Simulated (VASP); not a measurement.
Here is a VASP 6.6.1 calculation.

The input POSCAR:

```
Se
1.0
    4.3551700000      0.0000000000      0.0000000000
   -2.1775850000      3.7716878578      0.0000000000
    0.0000000000      0.0000000000      4.9494500000
Se
3
Direct
    0.7830000000      0.7830000000      0.5000000000
    0.0000000000      0.2170000000      0.8333333333
    0.2170000000      0.0000000000      0.1666666667
```

The input INCAR.step1:

```
SYSTEM = Se
ALGO = Fast
EDIFF = 1E-7
ENCUT = 520
GGA = PE
GGA_COMPAT = .FALSE.
ISIF = 2
ISMEAR = 0
LASPH = .TRUE.
LCHARG = .TRUE.
LORBIT = 11
LREAL = .FALSE.
LSORBIT = .TRUE.
LWAVE = .FALSE.
MAGMOM = 0 0 0 0 0 0 0 0 0
NBANDS = 31
NELM = 60
PREC = Accurate
SIGMA = 0.02
```

File KPOINTS.step1:

```
k-points
0
G
  8 8 6
  0 0 0
```

The input INCAR.step2:

```
SYSTEM = Se
ALGO = Fast
EDIFF = 1E-7
ENCUT = 520
GGA = PE
GGA_COMPAT = .FALSE.
ICHARG = 11
ISIF = 2
ISMEAR = 0
LASPH = .TRUE.
LCHARG = .FALSE.
LORBIT = 11
LREAL = .FALSE.
LSORBIT = .TRUE.
LWAVE = .FALSE.
MAGMOM = 0 0 0 0 0 0 0 0 0
NBANDS = 31
NELM = 60
PREC = Accurate
SIGMA = 0.05
```

Contents of KPOINTS.step2:

```
path GMKGALHA,LM,KH
10
line-mode
reciprocal
 0.0000000000  0.0000000000  0.0000000000  G
 0.5000000000  0.0000000000  0.0000000000  M

 0.5000000000  0.0000000000  0.0000000000  M
 0.3333333333  0.3333333333  0.0000000000  K

 0.3333333333  0.3333333333  0.0000000000  K
 0.0000000000  0.0000000000  0.0000000000  G

 0.0000000000  0.0000000000  0.0000000000  G
 0.0000000000  0.0000000000  0.5000000000  A

 0.0000000000  0.0000000000  0.5000000000  A
 0.5000000000  0.0000000000  0.5000000000  L

 0.5000000000  0.0000000000  0.5000000000  L
 0.3333333333  0.3333333333  0.5000000000  H

 0.3333333333  0.3333333333  0.5000000000  H
 0.0000000000  0.0000000000  0.5000000000  A

 0.5000000000  0.0000000000  0.5000000000  L
 0.5000000000  0.0000000000  0.0000000000  M

 0.3333333333  0.3333333333  0.0000000000  K
 0.3333333333  0.3333333333  0.5000000000  H
```

Potentials or basis: VASP PAW PBE potentials, release 64 (Se).

Launch:

```sh
$ cat potpaw_PBE.64/Se/POTCAR > POTCAR
$ cp INCAR.step1 INCAR
$ cp KPOINTS.step1 KPOINTS
$ mpirun -np 1 vasp_ncl > vasp.out
$ cp INCAR.step2 INCAR
$ cp KPOINTS.step2 KPOINTS
$ mpirun -np 1 vasp_ncl > vasp.out
```

Predict the net moment.

0.00 μB per cell.

Moments on the atoms (μB; x, y, z):
```
Se  0.00 0.00 0.00
Se  0.00 0.00 0.00
Se  0.00 0.00 0.00
```
